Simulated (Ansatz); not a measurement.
Input of an Ansatz 0.2.0 run:

Contents of input.yaml:

```yaml
crystal:
  lattice:
    - [1.488052925, -2.59468961, 0.0]
    - [1.488052925, 2.59468961, 0.0]
    - [0.0, 0.0, 4.72759579]
  atoms:
    - { symbol: Ge, position: [0.33344663, 0.66655337, 0.25] }
    - { symbol: Ge, position: [0.66655337, 0.33344663, 0.75] }
hamiltonian:
  xc: pbesol
  pseudopotentials: { kind: paw }
  dispersion: d3bj
kpoints:
  mp_grid: { grid: [10, 10, 6] }
scf:
  occupations: { method: fermi_dirac, width: 0.05 }
output:
  forces: true
  stress: true
  eigenvalues: true
relax:
  f_tol: 0.01
  max_steps: 40
  cell: { stress_tol: 0.05 }
```

Potentials or basis: Ansatz PAW.

Command:

```bash
$ ansatz run input.yaml --threads 2 --pin off --max-ram 5632MiB --backend cpu --events-out ev --progress --plain --runs-dir out
```

What does it give for the relaxed volume?

17.68 Å³/atom.

Predict the relaxed cell.

a = 2.814 Å, b = 2.814 Å, c = 5.157 Å, α = 90.00°, β = 90.00°, γ = 120.00°.

What does it give for the band gap on the k mesh?

None (metal or under the smearing width).

Predict the space group after relaxing (to 0.05 Å).

P6/mmm (No. 191).

The path:
| step | energy change (eV) | largest force (eV/Å) | volume (Å³) |
| --- | --- | --- | --- |
| 1 | 0.0000 | 0.0006 | 36.51 |
| 2 | -0.0128 | 0.0082 | 34.50 |
| 3 | -0.0170 | 0.0092 | 35.23 |
| 4 | -0.0174 | 0.0119 | 35.24 |
| 5 | -0.0181 | 0.0146 | 35.20 |
| 6 | -0.0198 | 0.0444 | 35.10 |
| 7 | -0.0425 | 0.1003 | 34.97 |
| 8 | -0.0711 | 0.1128 | 34.58 |
| 9 | -0.1123 | 0.0596 | 34.31 |
| 10 | -0.1289 | 0.0961 | 35.15 |
| 11 | -0.1474 | 0.0217 | 35.78 |
| 12 | -0.1500 | 0.0055 | 35.17 |
| 13 | -0.1510 | 0.0416 | 34.85 |
| 14 | -0.1563 | 0.0090 | 35.44 |
| 15 | -0.1568 | 0.0026 | 35.41 |
| 16 | -0.1569 | 0.0006 | 35.36 |
| 17 | -0.1569 | 0.0002 | 35.35 |
| 18 | -0.1572 | 0.0002 | 35.35 |
| 19 | -0.1573 | 0.0001 | 35.37 |
| 20 | -0.1573 | 0.0001 | 35.37 |

Caveat: the plane-wave basis is chosen anew once the cell has moved, so the energies of steps on either side of that aren't comparable; pairwise dispersion overbinds metals, which lowers pressure and volume; the PAW data sets come from PBE, with cores solved anew for the run's functional, which leaves a small shift of forces and pressure.
